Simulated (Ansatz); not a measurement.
A crystal relaxed with r2SCAN in the plane-wave code Ansatz has space group F-43m (No. 216) and a = 6.560 Å.

```tsv
atom	site	x	y	z
Cd	4a	0.0000	0.0000	0.0000
Xx	4d	0.2500	0.2500	0.7500
```

The r2SCAN gap is direct at Γ: 1.16 eV. HSE06 gives a direct gap of 1.53 eV at Γ. The PBE gap is direct at Γ: 0.66 eV. Meshes: r2SCAN 6×6×6, HSE06 4×4×4, PBE 6×6×6. r2SCAN's ε∞ is 7.5 in all directions.

Problem. Which element is Xx?
A. Te
B. Se
C. S
D. O

Solution. A. Xx is Te: a 2-atom cell of CdTe started from a crystallographic database. Cd has 4 Te at 2.84 Å; Te has 4 Cd at 2.84 Å.

(Simulation; spin polarisation is off.)

No spin-orbit coupling is included; it can move band edges with weight on the heavy atoms by tenths of an eV.

The meshes of the hybrids are coarse, so their gaps aren't converged to the digits shown.
